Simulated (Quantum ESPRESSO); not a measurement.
# AlN: zone-centre phonons and dielectric response under several settings

```
Al N
1.0
     0.00000    2.18399    2.18399
     2.18399    0.00000    2.18399
     2.18399    2.18399    0.00000
Al N
1 1
Direct
  0.00000 0.00000 0.00000
  0.25000 0.25000 0.25000
```

Measurements of this composition are mostly on another form, of space group No. 186.

All runs used Quantum ESPRESSO 7.5; potentials GBRV 1.5 PBE; k mesh 6 × 6 × 6, shifted; no spin polarisation; cutoff 612 eV; occupations smeared at first, fixed for the response.

| level | geometry | volume (Å³/atom) | pressure (GPa) | lowest optical mode without the field (cm⁻¹) | highest mode with the field (cm⁻¹) | ε∞ (mean) | ε0 (mean) | Born charge of atom 1 (e) |
| --- | --- | --- | --- | --- | --- | --- | --- | --- |
| PBE | relaxed at -3 GPa | ? | -3.0 | ? | ? | ? | ? | ? |
| PBE | relaxed at 0 GPa | 10.70 | 0.0 | 636 | 869 | 4.64 | 8.7 | 2.55 |
| PBE | relaxed at 3 GPa | 10.54 | 3.0 | 650 | 884 | 4.61 | 8.5 | 2.55 |
| PBE | relaxed at 8 GPa | 10.29 | 8.0 | 672 | 906 | 4.56 | 8.3 | 2.55 |
| PBE | relaxed at 15 GPa | 9.99 | 15.0 | 701 | 936 | 4.51 | 8.0 | 2.55 |

What stands in the row left open?

Volume 10.87 Å³/atom; lowest optical mode without the field 621 cm⁻¹; highest mode with the field 854 cm⁻¹; ε∞ 4.67; ε0 8.8; Born charge of atom 1 2.56 e.

Caveats: the cell is more than 3 GPa from zero pressure, which shifts response properties (some runs).

For the row left open. Caveat: the cell is more than 3 GPa from zero pressure, which shifts response properties.
